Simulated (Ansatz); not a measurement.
**Antimony, A7 rhombohedral under LDA: testing the Fermi-Dirac smearing**

Aim: find which Fermi-Dirac smearing width is enough for energy and pressure. The geometry was relaxed under LDA beforehand and stays fixed; 6 values are run, from 0.01 to 1.0 eV. Wanted are the values from which on the energy stays within 10 and 1 meV/atom, and the pressure within 0.5 GPa, of the narrowest run. Within the series other settings stay, but some runs also write fields, which adds to their time. Spin polarisation is left out.

Computed with Ansatz 0.2.0 (DFT LDA, plane waves with PAW, scalar-relativistic, unless a step says otherwise).

**1. The structure to begin with**

The structure is trigonal, space group R-3m (No. 166). The conventional cell has a = 4.291 Å, b = 4.291 Å, c = 10.976 Å, α = 90.00°, β = 90.00°, γ = 120.00°. Around Sb (site symmetry 3m) lie 6 Sb at 2.91 to 3.27 Å.

Coordinates:

```cif
data_structure
_symmetry_space_group_name_H-M 'P 1'
_symmetry_Int_Tables_number 1
_cell_length_a 4.4187
_cell_length_b 4.4187
_cell_length_c 4.4187
_cell_angle_alpha 58.101
_cell_angle_beta 58.101
_cell_angle_gamma 58.101
_cell_volume 58.35
loop_
_atom_site_label
_atom_site_type_symbol
_atom_site_fract_x
_atom_site_fract_y
_atom_site_fract_z
_atom_site_occupancy
Sb1 Sb 0.23594 0.23594 0.23594 1
Sb2 Sb 0.76406 0.76406 0.76406 1
```

**2. Width 0.01 eV**

The run at 0.01 eV.

File input.yaml:

```yaml
crystal:
  lattice:
    - [2.1456002536, 1.238762884, 3.6587425366]
    - [-2.1456002536, 1.238762884, 3.6587425366]
    - [0.0, -2.477525768, 3.6587425366]
  atoms:
    - { symbol: Sb, position: [0.2359371474, 0.2359371474, 0.2359371474] }
    - { symbol: Sb, position: [0.7640628526, 0.7640628526, 0.7640628526] }
hamiltonian:
  xc: lda
  pseudopotentials:
    kind: paw
    azcp:
      Sb: "pseudopotentials/Sb.paw.azcp"
basis:
  ecutwfc: 420
  fft_grid_basis: typed
kpoints:
  mp_grid: { grid: [9, 9, 9], shift: [0, 0, 0] }
magnetization:
  spin_polarized: false
scf:
  occupations: { method: fermi_dirac, width: 0.01 }
  lower_state_search: "off"
output:
  stress: true
```

Started as:

```bash
$ ansatz run input.yaml --threads 2 --pin off --max-ram 5120MiB --backend cpu --events-out ev --progress --plain --runs-dir out
```

Log, shortened:

```text
Warning: <dir> the record states the generating functional pbe (its physics header spells it `PBE`), which answers neither for hamiltonian.xc's functional nor for the lda family's — results may be inconsistent (PPs are generated against a specific XC)
Warning: RAYON_NUM_THREADS=2 ignored (pool sized by the plan → 2); use --threads N
[...]
Pseudopotentials: kind: paw
Pseudopotential: Sb, paw, valence charge 15, recommended cutoff 420 eV (normal), <dir>
Functional definition: SPW92
[...]
Crystal: 2 atoms, lattice volume = 58.347 Å³
Basis set: ecut = 420 eV, 1153 PW (Γ)
Bands: 19, of which v1, the nominal top of the filled ones, is band 15 counted from 1 (14 counted from 0)
Symmetry: 12 space group operations
Space group: R-3m (ITA 166), of the structure as read, at distance tolerance 3.9e-5 Å
k-points: 85 of 729
[...]
SCF iter   1: F=—  HF=-12671.650643 eV  |F-HF|=—  |Δ(HF+E_count)|=         —  Δρ=6.57e-3  dr2=1.03e-2  ethr=1.77e-3  ⟨swp⟩=6.7  Hψ=8904  notcnv=0
[...]
SCF iter   7: F=-12671.644633 eV  HF=-12671.644633 eV  |F-HF|=5.87e-9  |Δ(HF+E_count)|=   7.24e-8  Δρ=4.10e-6  dr2=5.23e-9  ethr=3.33e-10  ⟨swp⟩=4.1  Hψ=5306  notcnv=0
[...]
SCF converged after 7 iterations
Free energy (F): -12671.644633 eV
[...]
E sigma→0 (E₀):  -12671.644556 eV
Entropy (-TS):   -0.000154 eV (-0.077 meV/atom)
Fermi energy:    10.223083 eV
[...]
--- Stress (GPa, compression-positive) ---
        0.116958      -0.000000      -0.000000
        0.000000       0.116958      -0.000000
        0.000000      -0.000000       0.057298
  P = ⅓ Tr σ = 0.0971 GPa (0.971 kbar)
```

Run time: 4 s. Hardware: 2 threads of Intel Xeon Platinum 8259CL at 2.50GHz (Skylake/Cascade Lake), shared host; peak memory 0.41 GiB.

**3. Width 0.03 eV**

The run at 0.03 eV.

input.yaml, as its differences from that of step 2:

```diff
@@ -22,3 +22,3 @@
 scf:
-  occupations: { method: fermi_dirac, width: 0.01 }
+  occupations: { method: fermi_dirac, width: 0.03 }
   lower_state_search: "off"
@@ -26 +26,5 @@
   stress: true
+  write_density: true
+  write_potential: true
+  elf: true
+  volumetric_format: npy
```

Started as:

```bash
$ ansatz run input.yaml --threads 2 --pin off --max-ram 5120MiB --backend cpu --events-out ev --progress --plain --runs-dir out
```

Log, shortened:

```text
Warning: <dir> the record states the generating functional pbe (its physics header spells it `PBE`), which answers neither for hamiltonian.xc's functional nor for the lda family's — results may be inconsistent (PPs are generated against a specific XC)
Warning: RAYON_NUM_THREADS=2 ignored (pool sized by the plan → 2); use --threads N
[...]
[... 3 set-up lines as earlier in the session ...]
[...]
Crystal: 2 atoms, lattice volume = 58.347 Å³
Basis set: ecut = 420 eV, 1153 PW (Γ)
Bands: 19, of which v1, the nominal top of the filled ones, is band 15 counted from 1 (14 counted from 0)
[... 2 set-up lines as earlier in the session ...]
k-points: 85 of 729
[...]
SCF iter   1: F=—  HF=-12671.651182 eV  |F-HF|=—  |Δ(HF+E_count)|=         —  Δρ=6.55e-3  dr2=1.02e-2  ethr=1.77e-3  ⟨swp⟩=6.6  Hψ=8823  notcnv=0
[...]
SCF iter   7: F=-12671.645182 eV  HF=-12671.645182 eV  |F-HF|=2.88e-8  |Δ(HF+E_count)|=  7.89e-10  Δρ=9.29e-6  dr2=3.98e-8  ethr=3.33e-10  ⟨swp⟩=10.0  Hψ=11975  notcnv=0
[...]
SCF converged after 7 iterations
Free energy (F): -12671.645182 eV
[...]
E sigma→0 (E₀):  -12671.644653 eV
Entropy (-TS):   -0.001058 eV (-0.529 meV/atom)
Fermi energy:    10.229544 eV
[...]
--- Stress (GPa, compression-positive) ---
        0.069064      -0.000000       0.000000
       -0.000000       0.069064      -0.000000
        0.000000      -0.000000       0.031728
  P = ⅓ Tr σ = 0.0566 GPa (0.566 kbar)
--- Band table (eV; the first three rows and the last of 85) ---
  k-point 0: bands = ["-19.0950", "-19.0950", "-18.9970", "-18.9970", "-18.9757", "-18.8756", "-18.8756", "-18.8700", "-18.7907", "-18.7907", "-2.6966", "5.4860", "8.2371", "8.4026", "8.4026", "12.6121", "13.0907", "13.0907", "15.3115"]
[...]
```

Wall time 5.8 s (2 threads of Intel Xeon Platinum 8259CL at 2.50GHz (Skylake/Cascade Lake), shared host); peak memory 0.42 GiB.

**4. Width 0.2 eV**

The run at 0.2 eV.

input.yaml, as its differences from that of step 3:

```diff
@@ -22,3 +22,3 @@
 scf:
-  occupations: { method: fermi_dirac, width: 0.03 }
+  occupations: { method: fermi_dirac, width: 0.2 }
   lower_state_search: "off"
@@ -26,5 +26 @@
   stress: true
-  write_density: true
-  write_potential: true
-  elf: true
-  volumetric_format: npy
```

Started as:

```bash
$ ansatz run input.yaml --threads 2 --pin off --max-ram 5120MiB --backend cpu --events-out ev --progress --plain --runs-dir out
```

Log, shortened:

```text
Warning: <dir> the record states the generating functional pbe (its physics header spells it `PBE`), which answers neither for hamiltonian.xc's functional nor for the lda family's — results may be inconsistent (PPs are generated against a specific XC)
Warning: RAYON_NUM_THREADS=2 ignored (pool sized by the plan → 2); use --threads N
band count auto-derived: 20 (N_el = 30.0; filled up to band 15; 19 by the electrons, moments and atoms)
[...]
[... 3 set-up lines as earlier in the session ...]
[...]
Crystal: 2 atoms, lattice volume = 58.347 Å³
Basis set: ecut = 420 eV, 1153 PW (Γ)
Bands: 20, of which v1, the nominal top of the filled ones, is band 15 counted from 1 (14 counted from 0)
[... 2 set-up lines as earlier in the session ...]
k-points: 85 of 729
[...]
SCF iter   1: F=—  HF=-12671.679893 eV  |F-HF|=—  |Δ(HF+E_count)|=         —  Δρ=6.40e-3  dr2=9.66e-3  ethr=1.77e-3  ⟨swp⟩=6.0  Hψ=8584  notcnv=0
[...]
SCF iter   7: F=-12671.674047 eV  HF=-12671.674047 eV  |F-HF|=3.16e-8  |Δ(HF+E_count)|=   3.64e-8  Δρ=9.71e-6  dr2=3.96e-8  ethr=3.33e-10  ⟨swp⟩=5.0  Hψ=6326  notcnv=0
[...]
SCF converged after 7 iterations
Free energy (F): -12671.674047 eV
[...]
E sigma→0 (E₀):  -12671.635617 eV
Entropy (-TS):   -0.076860 eV (-38.430 meV/atom)
Fermi energy:    10.138540 eV
[...]
--- Stress (GPa, compression-positive) ---
       -0.004987       0.000000       0.000000
        0.000000      -0.004987      -0.000000
        0.000000      -0.000000       0.056402
  P = ⅓ Tr σ = 0.0155 GPa (0.155 kbar)
```

It took 4.1 s on 2 threads of Intel Xeon Platinum 8259CL at 2.50GHz (Skylake/Cascade Lake), shared host; peak memory 0.42 GiB.

**5. Width 0.3 eV**

The run at 0.3 eV.

input.yaml, as its differences from that of step 4:

```diff
@@ -22,3 +22,3 @@
 scf:
-  occupations: { method: fermi_dirac, width: 0.2 }
+  occupations: { method: fermi_dirac, width: 0.3 }
   lower_state_search: "off"
```

Started as:

```bash
$ ansatz run input.yaml --threads 2 --pin off --max-ram 5120MiB --backend cpu --events-out ev --progress --plain --runs-dir out
```

Log, shortened:

```text
Warning: <dir> the record states the generating functional pbe (its physics header spells it `PBE`), which answers neither for hamiltonian.xc's functional nor for the lda family's — results may be inconsistent (PPs are generated against a specific XC)
Warning: RAYON_NUM_THREADS=2 ignored (pool sized by the plan → 2); use --threads N
band count auto-derived: 20 (N_el = 30.0; filled up to band 15; 19 by the electrons, moments and atoms)
[...]
[... 3 set-up lines as earlier in the session ...]
[...]
Crystal: 2 atoms, lattice volume = 58.347 Å³
Basis set: ecut = 420 eV, 1153 PW (Γ)
Bands: 20, of which v1, the nominal top of the filled ones, is band 15 counted from 1 (14 counted from 0)
[... 2 set-up lines as earlier in the session ...]
k-points: 85 of 729
[...]
SCF iter   1: F=—  HF=-12671.735548 eV  |F-HF|=—  |Δ(HF+E_count)|=         —  Δρ=6.36e-3  dr2=9.40e-3  ethr=1.77e-3  ⟨swp⟩=5.7  Hψ=8332  notcnv=0
[...]
SCF iter   7: F=-12671.729829 eV  HF=-12671.729829 eV  |F-HF|=2.95e-8  |Δ(HF+E_count)|=   9.91e-8  Δρ=9.55e-6  dr2=3.61e-8  ethr=3.33e-10  ⟨swp⟩=5.0  Hψ=6436  notcnv=0
[...]
SCF converged after 7 iterations
Free energy (F): -12671.729829 eV
[...]
E sigma→0 (E₀):  -12671.618842 eV
Entropy (-TS):   -0.221973 eV (-110.987 meV/atom)
Fermi energy:    10.107312 eV
[...]
--- Stress (GPa, compression-positive) ---
        0.155305       0.000000       0.000000
       -0.000000       0.155305      -0.000000
        0.000000      -0.000000       0.167034
  P = ⅓ Tr σ = 0.1592 GPa (1.592 kbar)
```

Wall time 4.1 s (2 threads of Intel Xeon Platinum 8259CL at 2.50GHz (Skylake/Cascade Lake), shared host); peak memory 0.42 GiB.

**6. Width 0.6 eV**

The run at 0.6 eV.

input.yaml, as its differences from that of step 5:

```diff
@@ -22,3 +22,3 @@
 scf:
-  occupations: { method: fermi_dirac, width: 0.3 }
+  occupations: { method: fermi_dirac, width: 0.6 }
   lower_state_search: "off"
```

Started as:

```bash
$ ansatz run input.yaml --threads 2 --pin off --max-ram 5120MiB --backend cpu --events-out ev --progress --plain --runs-dir out
```

Log, shortened:

```text
Warning: <dir> the record states the generating functional pbe (its physics header spells it `PBE`), which answers neither for hamiltonian.xc's functional nor for the lda family's — results may be inconsistent (PPs are generated against a specific XC)
Warning: RAYON_NUM_THREADS=2 ignored (pool sized by the plan → 2); use --threads N
band count auto-derived: 23 (N_el = 30.0; filled up to band 15; 19 by the electrons, moments and atoms)
[...]
[... 3 set-up lines as earlier in the session ...]
[...]
Crystal: 2 atoms, lattice volume = 58.347 Å³
Basis set: ecut = 420 eV, 1153 PW (Γ)
Bands: 23, of which v1, the nominal top of the filled ones, is band 15 counted from 1 (14 counted from 0)
[... 2 set-up lines as earlier in the session ...]
k-points: 85 of 729
[...]
SCF iter   1: F=—  HF=-12672.135613 eV  |F-HF|=—  |Δ(HF+E_count)|=         —  Δρ=6.50e-3  dr2=9.96e-3  ethr=1.77e-3  ⟨swp⟩=8.1  Hψ=10440  notcnv=0
[...]
SCF iter   7: F=-12672.129996 eV  HF=-12672.129996 eV  |F-HF|=6.58e-9  |Δ(HF+E_count)|=   6.78e-7  Δρ=5.25e-6  dr2=1.18e-8  ethr=3.33e-10  ⟨swp⟩=3.5  Hψ=8184  notcnv=0
[...]
SCF converged after 7 iterations
Free energy (F): -12672.129996 eV
[...]
E sigma→0 (E₀):  -12671.546137 eV
Entropy (-TS):   -1.167717 eV (-583.858 meV/atom)
Fermi energy:    10.077129 eV
[...]
--- Stress (GPa, compression-positive) ---
        1.545621      -0.000000       0.000000
       -0.000000       1.545621       0.000000
       -0.000000      -0.000000       1.071221
  P = ⅓ Tr σ = 1.3875 GPa (13.875 kbar)
```

Wall time 4.7 s (2 threads of Intel Xeon Platinum 8259CL at 2.50GHz (Skylake/Cascade Lake), shared host); peak memory 0.43 GiB.

**7. Width 1.0 eV**

The run at 1.0 eV.

input.yaml, as its differences from that of step 6:

```diff
@@ -22,3 +22,3 @@
 scf:
-  occupations: { method: fermi_dirac, width: 0.6 }
+  occupations: { method: fermi_dirac, width: 1.0 }
   lower_state_search: "off"
@@ -26 +26,5 @@
   stress: true
+  write_density: true
+  write_potential: true
+  elf: true
+  volumetric_format: npy
```

Started as:

```bash
$ ansatz run input.yaml --threads 2 --pin off --max-ram 5120MiB --backend cpu --events-out ev --progress --plain --runs-dir out
```

Log, shortened:

```text
Warning: <dir> the record states the generating functional pbe (its physics header spells it `PBE`), which answers neither for hamiltonian.xc's functional nor for the lda family's — results may be inconsistent (PPs are generated against a specific XC)
Warning: RAYON_NUM_THREADS=2 ignored (pool sized by the plan → 2); use --threads N
band count auto-derived: 28 (N_el = 30.0; filled up to band 15; 19 by the electrons, moments and atoms)
[...]
[... 3 set-up lines as earlier in the session ...]
[...]
Crystal: 2 atoms, lattice volume = 58.347 Å³
Basis set: ecut = 420 eV, 1153 PW (Γ)
Bands: 28, of which v1, the nominal top of the filled ones, is band 15 counted from 1 (14 counted from 0)
[... 2 set-up lines as earlier in the session ...]
k-points: 85 of 729
[...]
SCF iter   1: F=—  HF=-12673.246409 eV  |F-HF|=—  |Δ(HF+E_count)|=         —  Δρ=7.27e-3  dr2=1.38e-2  ethr=1.77e-3  ⟨swp⟩=8.4  Hψ=12855  notcnv=0
[...]
SCF iter   8: F=-12673.241254 eV  HF=-12673.241254 eV  |F-HF|=6.26e-8  |Δ(HF+E_count)|=   1.93e-7  Δρ=1.16e-5  dr2=5.80e-8  ethr=3.33e-10  ⟨swp⟩=7.8  Hψ=15972  notcnv=0
[...]
SCF converged after 8 iterations
Free energy (F): -12673.241254 eV
[...]
E sigma→0 (E₀):  -12671.440627 eV
Entropy (-TS):   -3.601253 eV (-1800.626 meV/atom)
Fermi energy:    10.061211 eV
[...]
--- Stress (GPa, compression-positive) ---
        4.772732       0.000000       0.000000
        0.000000       4.772732      -0.000000
       -0.000000      -0.000000       3.818844
  P = ⅓ Tr σ = 4.4548 GPa (44.548 kbar)
--- Band table (eV; the first three rows and the last of 85) ---
[...]
```

Wall time 7.8 s (2 threads of Intel Xeon Platinum 8259CL at 2.50GHz (Skylake/Cascade Lake), shared host); peak memory 0.45 GiB.

**8. Convergence table**

Differences are taken from the run at 0.01 eV.

```
smearing (eV)  F (meV/atom)  E(σ → 0) (meV/atom)  P (GPa)  SCF cycles  CPU time
         0.01          0.00                 0.00     0.10           7     7.6 s
         0.03         -0.27                -0.05     0.06           7      11 s
          0.2        -14.71                 4.47     0.02           7     7.6 s
          0.3        -42.60                12.86     0.16           7     7.7 s
          0.6       -242.68                49.21     1.39           7     8.9 s
          1.0       -798.31               101.96     4.45           8      15 s
```

**9. Summary of results**

| quantity | value |
| --- | --- |
| E(σ → 0) stays within 10 meV/atom of 0.01 eV | up to 0.2 eV |
| E(σ → 0) stays within 1 meV/atom | up to 0.03 eV |
| pressure stays within 0.5 GPa | up to 0.3 eV |
| pressure at 0.01 eV | 0.10 GPa |
| energy of a separate run on a finer mesh (15×15×15) | +3.4 meV/atom from 0.01 eV |

At 1.0 eV the energy differs by +102.0 meV/atom and the pressure by +4.4 GPa. Over the range F shifts by -798.3 meV/atom, while E(σ → 0) shifts by +102.0. In theory F falls as the square of the width under this scheme, but here the ratio is not steady: the mesh at narrow widths, or a density of states that varies over the wide ones, can both cause that. The mesh (9×9×9) is fixed, so the narrowest widths carry a k-point error of their own. The yardstick itself is unsettled by 3.4 meV/atom against the finer mesh, so the thresholds above hold only within this series, and wider smearing, which averages over more states, can land nearer the fine-mesh value than the narrowest does. The cell taken over is 3 % smaller than the measured one (30.20 Å³/atom, COD).
